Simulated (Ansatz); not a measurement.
# Spin-resolved density of states of Gd (Fm-3m)

```
Gd
1.0
     0.00000    2.58582    2.58582
     2.58582    0.00000    2.58582
     2.58582    2.58582    0.00000
Gd
1
Direct
  0.00000 0.00000 0.00000
```

The source of the geometry is a structure from the Materials Project; atoms and cell stay fixed.

Settings: PBE, 11×11×11 k mesh, Fermi–Dirac smearing of 0.05 eV. LAPW is all-electron LAPW in Ansatz 0.2.0. Site moments are integrated in spheres about the atoms. Start moments (μB): Gd 7. DFT+U (Dudarev's form): U = 3.0 eV on Gd f.

Density of states, smoothed by a Gaussian of 0.15 eV:

```json
{"E − E_F (eV)": "-7.00", "majority (states/eV/cell)": "7.82", "minority (states/eV/cell)": "0.00"}
{"E − E_F (eV)": "-6.75", "majority (states/eV/cell)": "17.30", "minority (states/eV/cell)": "0.00"}
{"E − E_F (eV)": "-6.50", "majority (states/eV/cell)": "2.60", "minority (states/eV/cell)": "0.00"}
{"E − E_F (eV)": "-6.25", "majority (states/eV/cell)": "0.03", "minority (states/eV/cell)": "0.00"}
{"E − E_F (eV)": "-6.00", "majority (states/eV/cell)": "0.00", "minority (states/eV/cell)": "0.00"}
{"E − E_F (eV)": "-5.75", "majority (states/eV/cell)": "0.00", "minority (states/eV/cell)": "0.00"}
{"E − E_F (eV)": "-5.50", "majority (states/eV/cell)": "0.00", "minority (states/eV/cell)": "0.00"}
{"E − E_F (eV)": "-5.25", "majority (states/eV/cell)": "0.00", "minority (states/eV/cell)": "0.00"}
{"E − E_F (eV)": "-5.00", "majority (states/eV/cell)": "0.02", "minority (states/eV/cell)": "0.00"}
{"E − E_F (eV)": "-4.75", "majority (states/eV/cell)": "0.04", "minority (states/eV/cell)": "0.00"}
{"E − E_F (eV)": "-4.50", "majority (states/eV/cell)": "0.05", "minority (states/eV/cell)": "0.00"}
{"E − E_F (eV)": "-4.25", "majority (states/eV/cell)": "0.07", "minority (states/eV/cell)": "0.00"}
{"E − E_F (eV)": "-4.00", "majority (states/eV/cell)": "0.08", "minority (states/eV/cell)": "0.02"}
{"E − E_F (eV)": "-3.75", "majority (states/eV/cell)": "0.10", "minority (states/eV/cell)": "0.04"}
{"E − E_F (eV)": "-3.50", "majority (states/eV/cell)": "0.12", "minority (states/eV/cell)": "0.05"}
{"E − E_F (eV)": "-3.25", "majority (states/eV/cell)": "0.15", "minority (states/eV/cell)": "0.07"}
{"E − E_F (eV)": "-3.00", "majority (states/eV/cell)": "0.18", "minority (states/eV/cell)": "0.08"}
{"E − E_F (eV)": "-2.75", "majority (states/eV/cell)": "0.25", "minority (states/eV/cell)": "0.10"}
{"E − E_F (eV)": "-2.50", "majority (states/eV/cell)": "0.35", "minority (states/eV/cell)": "0.12"}
{"E − E_F (eV)": "-2.25", "majority (states/eV/cell)": "0.46", "minority (states/eV/cell)": "0.14"}
{"E − E_F (eV)": "-2.00", "majority (states/eV/cell)": "0.54", "minority (states/eV/cell)": "0.17"}
{"E − E_F (eV)": "-1.75", "majority (states/eV/cell)": "0.54", "minority (states/eV/cell)": "0.23"}
{"E − E_F (eV)": "-1.50", "majority (states/eV/cell)": "0.59", "minority (states/eV/cell)": "0.37"}
{"E − E_F (eV)": "-1.25", "majority (states/eV/cell)": "0.64", "minority (states/eV/cell)": "0.54"}
{"E − E_F (eV)": "-1.00", "majority (states/eV/cell)": "0.59", "minority (states/eV/cell)": "0.57"}
{"E − E_F (eV)": "-0.75", "majority (states/eV/cell)": "0.76", "minority (states/eV/cell)": "0.55"}
{"E − E_F (eV)": "-0.50", "majority (states/eV/cell)": "0.74", "minority (states/eV/cell)": "0.57"}
{"E − E_F (eV)": "-0.25", "majority (states/eV/cell)": "0.79", "minority (states/eV/cell)": "0.51"}
{"E − E_F (eV)": "0.00", "majority (states/eV/cell)": "0.99", "minority (states/eV/cell)": "0.54"}
{"E − E_F (eV)": "0.25", "majority (states/eV/cell)": "1.01", "minority (states/eV/cell)": "0.99"}
{"E − E_F (eV)": "0.50", "majority (states/eV/cell)": "0.92", "minority (states/eV/cell)": "0.95"}
{"E − E_F (eV)": "0.75", "majority (states/eV/cell)": "0.75", "minority (states/eV/cell)": "1.08"}
{"E − E_F (eV)": "1.00", "majority (states/eV/cell)": "0.62", "minority (states/eV/cell)": "1.89"}
{"E − E_F (eV)": "1.25", "majority (states/eV/cell)": "0.70", "minority (states/eV/cell)": "4.59"}
{"E − E_F (eV)": "1.50", "majority (states/eV/cell)": "0.71", "minority (states/eV/cell)": "13.69"}
{"E − E_F (eV)": "1.75", "majority (states/eV/cell)": "0.58", "minority (states/eV/cell)": "8.01"}
{"E − E_F (eV)": "2.00", "majority (states/eV/cell)": "0.57", "minority (states/eV/cell)": "2.22"}
{"E − E_F (eV)": "2.25", "majority (states/eV/cell)": "0.68", "minority (states/eV/cell)": "1.07"}
{"E − E_F (eV)": "2.50", "majority (states/eV/cell)": "0.74", "minority (states/eV/cell)": "0.81"}
{"E − E_F (eV)": "2.75", "majority (states/eV/cell)": "0.61", "minority (states/eV/cell)": "0.75"}
{"E − E_F (eV)": "3.00", "majority (states/eV/cell)": "0.49", "minority (states/eV/cell)": "0.62"}
{"E − E_F (eV)": "3.25", "majority (states/eV/cell)": "0.49", "minority (states/eV/cell)": "0.59"}
```

Q: What spin moment does the cell carry?

A: 7.85 μB. Site moments (μB): Gd 7.67.

Löwdin populations of d and f shells (filled inner shells left out):

```tsv
shell	up	down
Gd 5d	1.50	0.72
Gd 4f	7.00	0.01
```

Spin–orbit coupling is left out although heavy atoms are present. With open f shells a run can end in a state that isn't the lowest. None of this fixes the real material's magnetic order: only patterns that fit the cell were computed, at zero temperature, with a functional that can overstate moments.
